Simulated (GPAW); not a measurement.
Li2O:

```
O Li
1.0
     0.00000    2.32685    2.32685
     2.32685    0.00000    2.32685
     2.32685    2.32685    0.00000
O Li
1 2
Direct
  0.00000 0.00000 0.00000
  0.25000 0.25000 0.25000
  0.75000 0.75000 0.75000
```

The cell comes from a database or a generator and needn't be the stable form of this composition.

Program: GPAW 26.7.0. Alike in all runs: task band structure; no spin polarisation; cell as given; k mesh 10 × 10 × 10; cutoff (eV) 800; smearing fermi-dirac 0.05 eV.

Q: Order these runs on this cell by their pressure, lowest first.
A. level r2SCAN; potentials or basis GPAW PAW data sets (gpaw-data 1.2.1), pw
B. level PBE; potentials or basis GPAW PAW data sets (gpaw-data 1.2.1), pw
C. level LDA; potentials or basis the program's PAW data sets (release 1.2.1) made for this functional, pw

A: C (-5.1 GPa), A (-1.8 GPa), B (1.1 GPa).

Caveats: the PAW data sets were made with another functional, which shifts forces and pressure a little (some runs).
